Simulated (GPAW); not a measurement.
A run of GPAW 26.7.0 is set up as follows.

File run.py:

```python
import numpy as np
from ase.dft.bandgap import bandgap
from ase.io import read, write
from gpaw import GPAW, PW, setup_paths
from gpaw.response.df import DielectricFunction

setup_paths.insert(0, '.')

atoms = read('POSCAR')

calc = GPAW(mode=PW(650),
            xc='AM05',
            kpts={'size': (8, 8, 4), 'gamma': True},
            occupations={'name': 'fermi-dirac', 'width': 0.001},
            nbands=31,
            convergence={'density': 1e-06},
            maxiter=150,
            txt='gpaw.txt')
atoms.calc = calc
energy = atoms.get_potential_energy()
calc.write('gs.gpw')
write('result.traj', atoms)
print(f'Energy: {energy:.6f} eV')
print('Fermi level:', round(calc.get_fermi_level(), 4), 'eV')
print(f'Gap: {bandgap(calc)[0]:.4f} eV, direct: {bandgap(calc, direct=True)[0]:.4f} eV')

for size in [(13, 13, 7)]:
    name = 'x'.join(str(n) for n in size)
    dense = calc.fixed_density(kpts={'size': size, 'gamma': True},
                               nbands=64, convergence={'bands': 58, 'eigenstates': 1e-7},
                               update_fermi_level=True, txt=f'dense-{name}.txt')
    dense.write(f'{name}.gpw', mode='all')
    df = DielectricFunction(f'{name}.gpw', frequencies=np.array([0.0]), hilbert=False, eta=0.001,
                            ecut=80, nbands=58, intraband=False, txt=f'df-{name}.txt')
    for xc in ['RPA']:
        for direction in ['x', 'y', 'z', [0, 1, 1], [1, 0, 1], [1, 1, 0]]:
            e0, e = df.get_macroscopic_dielectric_constant(xc=xc, direction=direction)
            print(f'{name} {xc} {direction}: {e0:.4f} without, {e:.4f} with local fields')
```

Contents of POSCAR:

```
ZnO
1.0
    3.2493080000      0.0000000000      0.0000000000
   -1.6246540000      2.8139832727      0.0000000000
    0.0000000000      0.0000000000      5.2057090000
Zn O
2 2
Direct
    0.6666666667      0.3333333333      0.0000000000
    0.3333333333      0.6666666667      0.5000000000
    0.3333333333      0.6666666667      0.8790100000
    0.6666666667      0.3333333333      0.3790100000
```

Potentials or basis: PAW data sets generated in the run's folder for this functional, pw.

Run with:

```bash
$ gpaw-setup -f AM05 O Zn
$ OMP_NUM_THREADS=1 python run.py
```

(1) Estimate the electronic dielectric tensor (diagonal).

(2) What does it give for the band gap on the k mesh?

Answers

(1) 5.19.

(2) 0.82 eV, direct.

Caveat: the long-wavelength limit can be off by several per cent where d states take part; an odd mesh through Γ misses points on the zone boundary, where band edges often lie.

**The experiment to reproduce.**

“Electronic structure of alkaline earth and post-transition metal oxides”, 2009, arxiv:0908.1581 quotes, for a bulk crystal of ZnO: band gap 3.37 eV.

Against the measured gap of ZnO, 3.37 eV (quoted in “Electronic structure of alkaline earth and post-transition metal oxides”, 2009, arxiv:0908.1581), the calculated 0.82 eV is off by -2.55 eV. So large a miss can be the level of theory's own, or it may mean another phase, state or a wrong row. The value is that of AM05 on a finite k mesh, which can miss the band edges, without temperature or zero-point motion. Semilocal functionals fall short of measured gaps as a rule.
